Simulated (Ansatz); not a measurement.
Theory: Ansatz 0.2.0, DFT PBE, scalar-relativistic, plane waves, PAW. Settings: cutoff 420 eV, Γ-centred meshes spaced at most about 0.3 Å⁻¹ (2π included), Gaussian smearing. No spin polarisation in the final relaxations.

All energies are static (0 K, no zero-point motion).

Two relaxed structures of Sc3AlN4:

A.

```cif
data_structure
_symmetry_space_group_name_H-M 'Cmmm'
_symmetry_Int_Tables_number 65
_cell_length_a 6.2250
_cell_length_b 8.8784
_cell_length_c 3.1230
_cell_angle_alpha 90.000
_cell_angle_beta 90.000
_cell_angle_gamma 90.000
_cell_volume 172.60
loop_
_atom_site_label
_atom_site_type_symbol
_atom_site_symmetry_multiplicity
_atom_site_Wyckoff_symbol
_atom_site_fract_x
_atom_site_fract_y
_atom_site_fract_z
_atom_site_occupancy
Sc1 Sc 4 e 0.25000 0.25000 0.00000 1
Sc2 Sc 2 d 0.00000 0.00000 0.50000 1
Al1 Al 2 c 0.50000 0.00000 0.50000 1
N1 N 4 g 0.73660 0.00000 0.00000 1
N2 N 4 j 0.50000 0.75298 0.50000 1
```

B.

```cif
data_structure
_symmetry_space_group_name_H-M 'P4/mmm'
_symmetry_Int_Tables_number 123
_cell_length_a 3.1422
_cell_length_b 3.1422
_cell_length_c 8.7928
_cell_angle_alpha 90.000
_cell_angle_beta 90.000
_cell_angle_gamma 90.000
_cell_volume 86.81
loop_
_atom_site_label
_atom_site_type_symbol
_atom_site_symmetry_multiplicity
_atom_site_Wyckoff_symbol
_atom_site_fract_x
_atom_site_fract_y
_atom_site_fract_z
_atom_site_occupancy
Sc1 Sc 2 g 0.00000 0.00000 0.74092 1
Sc2 Sc 1 c 0.50000 0.50000 0.00000 1
Al1 Al 1 d 0.50000 0.50000 0.50000 1
N1 N 1 a 0.00000 0.00000 0.00000 1
N2 N 2 h 0.50000 0.50000 0.26299 1
N3 N 1 b 0.00000 0.00000 0.50000 1
```

Problem. Which placement of the atoms is lower in energy, and by how much?

Solution. A is lower, by 5 meV/atom. The two share one framework of sites and differ in which element sits where. A has Sc and Al ordered on rock salt sites, space group Cmmm (No. 65), 10.8 Å³/atom and a gap of 0.31 eV on its mesh; B has Sc and Al ordered on rock salt sites, space group P4/mmm (No. 123), 10.9 Å³/atom and a gap of 0.16 eV. Counting N atoms around Al and Sc (those within 1.25 times the shortest such distance or 1.15 times the sum of covalent radii), A and B both have Sc 6, Al 6. In A, around Sc on a site of symmetry 2/m lie 6 N at 2.20–2.22 Å, 8 Sc at 3.11–3.13 Å and 4 Al at 3.13 Å; Al is surrounded by 6 N at 2.15–2.19 Å, 10 Sc at 3.11–3.13 Å and 2 Al at 3.12 Å; N on a site of symmetry 2mm has 2 Al at 2.15 Å and 4 Sc at 2.22–2.26 Å; 2 more sites not described. In B, Sc on a site of symmetry 4mm is surrounded by 6 N at 2.12–2.28 Å and 4 Al at 3.07 Å; around Al lie 2 N at 2.08 Å, 4 N at 2.22 Å and 8 Sc at 3.07 Å; N on a site of symmetry 4/mmm is surrounded by 6 Sc at 2.22–2.28 Å; 3 more sites not described. Both come from invented guesses.

Kohn–Sham gaps at this level usually fall short of measured ones. Cells relaxed within their symmetry can be saddle points.
